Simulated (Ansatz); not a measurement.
# EuO: the cost of one run

Program: Ansatz 0.2.0. Level of theory: DFT PBE+U (U_eff = 6 eV on Eu 4f), scalar-relativistic, plane waves, PAW. These are calculated values, not measurements.

**1. The starting structure**

The structure is cubic, space group Fm-3m (No. 225). Conventional cell: a = 5.177 Å, b = 5.177 Å, c = 5.177 Å, α = 90.00°, β = 90.00°, γ = 90.00°. Eu (site symmetry m-3m) has 6 O at 2.59 Å as nearest neighbours. Around O (site symmetry m-3m) lie 6 Eu at 2.59 Å.

As a file:

```
CELL_PARAMETERS angstrom
0.00000 2.58830 2.58830
2.58830 0.00000 2.58830
2.58830 2.58830 0.00000
ATOMIC_POSITIONS crystal
Eu 0.00000 0.00000 0.00000
O 0.50000 0.50000 0.50000
```

An earlier run at PBE+U (U_eff = 6 eV on Eu 4f) left this cell at 17.340 Å³/atom and 0.00 GPa (10×10×10 mesh).

**2. Exchange couplings**

input.yaml

```yaml
crystal:
  lattice:
    - [0.0, 2.5882963009, 2.5882963009]
    - [2.5882963009, 0.0, 2.5882963009]
    - [2.5882963009, 2.5882963009, 0.0]
  atoms:
    - { symbol: Eu, position: [0.0, 0.0, 0.0], spin: 7.44 }
    - { symbol: O, position: [0.5, 0.5, 0.5] }
basis:
  ecutwfc: 420
  ecutrho_ratio: 4
kpoints:
  mp_grid: { grid: [10, 10, 10] }
hamiltonian:
  xc: pbe
  hubbard: { sites: [{ species: Eu, l: f, u_eff: 6.0 }] }
scf:
  occupations: { method: fermi_dirac, width: 0.05 }
  lower_state_search: "off"
output:
  forces: true
  stress: true
  eigenvalues: true
  populations: true
  hubbard: { sites: [{ species: Eu, l: f }] }
  eigenstates:
    nscf_kmesh: { grid: [8, 8, 8] }
    top_band: c23
    exchange_couplings: { magnetic: [{ species: Eu }] }
magnetization:
  spin_polarized: true
checkpoint:
  read: start.run
  write: ck
  compress: false
  write_wavefunctions: false
  write_every: 100000
```

start.run is the folder with the converged state of an earlier run on this cell.

Run with:

```
> ansatz run input.yaml --threads 4 --pin off --max-ram 10240MiB --backend cpu --events-out ev --progress --plain --runs-dir out
```

**Question.** How long does this run take on 4 threads of Arm Neoverse V1, shared host, and how much memory does it need?

About 24 s, with a peak of 1.3 GiB.
